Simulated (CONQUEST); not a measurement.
## Hg in CONQUEST: convergence with smearing width

Slab: Hg, a slab with vacuum.

```
Hg
1.0
     3.46181    0.00000    0.00000
     0.00000    5.99603    0.00000
     0.00000    0.00000   25.97510
Hg
10
Cartesian
  1.7309 0.9993 18.4751
  3.4618 3.9974 18.4751
  0.0000 1.9987 15.7313
  1.7309 4.9967 15.7313
  1.7309 0.9993 12.9875
  3.4618 3.9974 12.9875
  0.0000 1.9987 10.2438
  1.7309 4.9967 10.2438
  1.7309 0.9993 7.5000
  3.4618 3.9974 7.5000
```

The slab is cut from a database's or a generator's crystal, which needn't be the stable form of the element.

- Program: CONQUEST 1.3
- Task: convergence study
- Functional: PBE
- Potentials or basis: PseudoDojo NC PBE, SZP, grid cutoff 120 Ha
- k mesh: 4 × 2 × 1
- Occupations: methfessel-paxton, width 0.4 eV
- Spin: no spin polarisation

These are the settings of the first run; the series varies smearing width, with any setting tied to it.

Hardware: 1 thread of AMD EPYC 7B13 (Zen 3), with other jobs on the host.

Q: The values tried are 0.4 eV, 0.3 eV, 0.2 eV, 0.1 eV, 0.05 eV, 0.025 eV, 0.01 eV, 0.005 eV, loosest first. From which on does the largest force stay within 0.005 eV/Å of the tightest run that finished?

A: From 0.01 eV on.

```tsv
smearing width	energy less the tightest run (meV/atom)	largest force (eV/Å)	SCF cycles	CPU time (s)	peak memory (GiB)
0.4 eV	2.01	0.089	20	66	1.1
0.3 eV	1.31	0.091	20	69	1.1
0.2 eV	0.28	0.086	17	64	1.1
0.1 eV	0.13	0.089	19	67	1.1
0.05 eV	0.07	0.082	20	68	1.1
0.025 eV	0.03	0.080	20	68	1.1
0.01 eV	0.00	0.086	18	66	1.1
0.005 eV	0.00	0.087	19	67	1.1
```

Against the tightest run, the energy stays within 1 meV/atom from 0.2 eV on. The tightest run that finished is the yardstick and may itself not be fully converged.

Caveat, for the tightest run too: the k mesh is coarse (spacing up to 0.52 Å⁻¹), so the values aren't converged; the atomic basis is small.
